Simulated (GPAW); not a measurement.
Runs of GPAW 26.7.0 on TiO2 (Anatase). The structure is tetragonal, space group I4_1/amd (No. 141). The conventional cell has a = 3.784 Å, b = 3.784 Å, c = 9.515 Å, α = 90.00°, β = 90.00°, γ = 90.00°. Around Ti (site symmetry -4m2) lie 6 O at 1.93 to 1.98 Å. O (site symmetry 2mm) is surrounded by 3 Ti at 1.93 to 1.98 Å. 

```csv
task,level,potentials or basis,U,k mesh,cutoff (eV),smearing,older calculator (legacy_gpaw),k mesh for the Wannier functions,wannier start,wannier functional,wannier space,gap on the mesh (eV),pressure (GPa),largest force (eV/Å)
Wannier functions,optB88-vdW,"GPAW PAW data sets (gpaw-data 1.2.1), pw",-,8 × 8 × 8,800,fermi-dirac 0.05 eV,yes,5 × 5 × 5,orbitals,var,filled bands,2.15,-,(b)
single point,PBE,"GPAW PAW data sets (gpaw-data 1.2.1), pw",-,10 × 10 × 10,800,fermi-dirac 0.05 eV,-,-,-,-,-,2.15,(a),0.13
optical spectrum,LDA+U,"the program's PAW data sets (release 1.2.1) made for this functional, pw",Ti d U = 7 eV,8 × 8 × 8,550,fermi-dirac 0.001 eV,-,-,-,-,-,3.30,-,-
single point,LDA+U,"the program's PAW data sets (release 1.2.1) made for this functional, pw",Ti d U = 5.3 eV,8 × 8 × 8,600,fermi-dirac 0.01 eV,-,-,-,-,-,2.96,-5.2,0.04
```

Alike in all rows: no spin polarisation; cell as given.

Q: Estimate the missing entries.

A: (a) 6.3; (b) 0.20.

Caveats: the PAW data sets were made with another functional, which shifts forces and pressure a little (some runs); the long-wavelength limit can be off by several per cent where d states take part (some runs); response on these states lacks terms of the Hamiltonian (some runs); an odd mesh through Γ misses points on the zone boundary, where band edges often lie (some runs); the cutoff is short for stress and forces, so pressures can be off by a GPa or more (some runs).

Not every run made on this cell is shown here.
